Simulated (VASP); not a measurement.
A run of VASP 6.6.1 is set up as follows.

File POSCAR:

```
Sn                                      
1.0
    0.0000000000      3.2685833788      3.2685833788
    3.2685833788      0.0000000000      3.2685833788
    3.2685833788      3.2685833788      0.0000000000
  Sn            
     2
Direct
     0.0000000000000000    0.0000000000000000    0.0000000000000000
     0.2500000000000000    0.2500000000000000    0.2500000000000000
```

The input INCAR.step1:

```
SYSTEM = Sn
PREC = Accurate ; ENCUT = 520
EDIFF = 1E-5 ; ISMEAR = 0
SIGMA = 0.03 ; LREAL = .False.
LASPH = .True. ; NELM = 80
ALGO = Normal ; ISIF = 2
LWAVE = .True. ; LCHARG = .False.
LNONCOLLINEAR = .True. ; MAGMOM = 0 0 0 0 0 0
LORBIT = 11 ; LSORBIT = .True.
GGA_COMPAT = .False. ; NBANDS = 42
KPAR = 2 ; GGA = PE
```

Contents of INCAR.step2:

```
SYSTEM = Sn
PREC = Accurate ; ENCUT = 520
EDIFF = 1E-6 ; ISMEAR = 0
SIGMA = 0.03 ; LREAL = .False.
LASPH = .True. ; NELM = 80
ALGO = Normal ; ISIF = 2
LWAVE = .False. ; LCHARG = .False.
LNONCOLLINEAR = .True. ; MAGMOM = 0 0 0 0 0 0
LORBIT = 11 ; LSORBIT = .True.
GGA_COMPAT = .False. ; GGA = PE
LHFCALC = .True. ; HFSCREEN = 0.2
PRECFOCK = Fast ; NBANDS = 42
KPAR = 2 ; ISTART = 1
```

KPOINTS

```
regular mesh
0
Gamma
  4 4 4
  0 0 0
```

File KPOINTS_OPT:

```
explicit points
9
Reciprocal
 0.0000000000  0.0000000000  0.0000000000 1
 0.3750000000  0.3750000000  0.7500000000 1
 0.5000000000  0.5000000000  0.5000000000 1
 0.6250000000  0.2500000000  0.6250000000 1
 0.5000000000  0.2500000000  0.7500000000 1
 0.5000000000  0.0000000000  0.5000000000 1
 0.4000000000  0.0000000000  0.4000000000 1
 0.4250000000  0.0000000000  0.4250000000 1
 0.4500000000  0.0000000000  0.4500000000 1
```

Potentials or basis: VASP PAW PBE potentials, release 64 (Sn_d).

Launch:

```console
$ cat potpaw_PBE.64/Sn_d/POTCAR > POTCAR
$ cp INCAR.step1 INCAR
$ mpirun -np 2 vasp_ncl > vasp.out
$ cp INCAR.step2 INCAR
$ mpirun -np 2 vasp_ncl > vasp.out
```

Problem. Estimate the pressure.

Solution. 0.8 GPa.

Caveat: the k mesh is coarse (spacing up to 0.42 Å⁻¹), so the values aren't converged, least of all with exact exchange; the PAW data sets were made with another functional, which shifts forces and pressure a little.
